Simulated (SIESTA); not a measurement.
ZnS:

```
Zn S
1.0
     0.00000    2.70200    2.70200
     2.70200    0.00000    2.70200
     2.70200    2.70200    0.00000
Zn S
1 1
Direct
  0.75000 0.75000 0.75000
  0.00000 0.00000 0.00000
```

Base run:

```yaml
Program: SIESTA 5.4.2
Functional: PBE
Potentials_or_basis: PseudoDojo 0.4 standard (PBE files)
Basis: DZP (energy shift 0.002 Ry)
Grid_cutoff: 800 Ry
Energy_shift: 0.002 Ry
k_mesh: 9 × 9 × 9
Occupations: fermi-dirac, width 0.05 eV
Spin: no spin polarisation
```

Its results: band gap on the k mesh 2.76 eV, direct; pressure 3.6 GPa.

The run is repeated on the same cell with these changes: basis from DZP (energy shift 0.002 Ry) to TZP (energy shift 0.002 Ry). What comes out?

Band gap on the k mesh 2.50 eV, direct; pressure 3.3 GPa.

Caveats: semicore shells carry a single zeta, which can move pressures by several GPa and volumes by a few percent; the valence orbitals were made in a potential fitted to the semicore shell under them, which widens gaps by tenths of an eV or more; the basis of atomic orbitals isn't converged, which shifts pressures, moduli and gaps; an odd mesh through Γ misses points on the zone boundary, where band edges often lie (some runs).

Not every run made on this cell is shown here.
